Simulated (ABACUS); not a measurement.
Crystal: Ga.

```
Ga
1.0
     1.38300   -4.02650    0.00000
     1.38300    4.02650    0.00000
    -0.11745    0.00000    3.32993
Ga
2
Direct
  0.13100 0.86900 0.75000
  0.86900 0.13100 0.25000
```

This isn't the form of Ga at room conditions, which is orthorhombic.

- Program: ABACUS 3.10.1
- Task: single point
- Functional: PBE
- Potentials or basis: PseudoDojo NC SR 0.4.1 PBE standard
- Cutoff: 1102 eV
- Density cutoff: 4408 eV
- Basis: plane waves
- k mesh: 10 × 10 × 8
- Occupations: fermi-dirac, width 0.05 eV
- Spin: no spin polarisation

On this cell: pressure 1.7 GPa; largest force 0.204 eV/Å; band gap on the k mesh none (metal or under the smearing width).

The same run follows on a disturbed copy (atoms moved at random, drawn with an rms of 0.05 Å):

```
Ga
1.0
     1.38300   -4.02650    0.00000
     1.38300    4.02650    0.00000
    -0.11745    0.00000    3.32993
Ga
2
Direct
  0.11699 0.85684 0.74834
  0.86667 0.13242 0.23663
```

Problem. What changes?

Solution. The energy (extrapolated to zero smearing) moves by +0.1 meV/atom; pressure 1.7 GPa; largest force 0.186 eV/Å; band gap on the k mesh none (metal or under the smearing width).

Forces in eV/Å, atoms in the order of the input:
```
Ga   0.004 -0.170 -0.076
Ga  -0.004  0.170  0.076
```

Stress tensor (GPa, compression positive):
```
2.51 0.00 0.44
0.00 1.94 0.13
0.44 0.13 0.71
```
